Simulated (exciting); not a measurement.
Input of an exciting (release sodium) run:

input.xml

```xml
<input>
  <title>InAs</title>
  <structure speciespath="./" tshift="false">
    <crystal scale="1">
      <basevect>7.689526790196 0.000000000000 0.000000000000</basevect>
      <basevect>3.844763395098 6.659325543303 0.000000000000</basevect>
      <basevect>3.844763395098 2.219775181164 6.278472333173</basevect>
    </crystal>
    <species speciesfile="In.xml" rmt="2.3">
      <atom coord="0.500000000000 0.500000000000 0.500000000000"/>
    </species>
    <species speciesfile="As.xml" rmt="2">
      <atom coord="0.000000000000 0.000000000000 0.000000000000"/>
    </species>
  </structure>
  <groundstate do="fromscratch" ngridk="8 8 8" rgkmax="9" gmaxvr="14" lmaxapw="10" lmaxmat="10" lmaxvr="8" xctype="LDA_PW" stype="Gaussian" swidth="0.00183747" nempty="10" ValenceRelativity="iora*" epsengy="1e-05" epspot="1e-05" maxscl="60" tforce="true" outputlevel="high"/>
</input>
```

Potentials or basis: all-electron LAPW+lo, shipped species files, valence relativity iora*.

Run with:

```console
$ OMP_NUM_THREADS=1 exciting_smp
```

**Question.** What does it give for the band gap on the k mesh?

**Answer.** None (metal or under the smearing width).
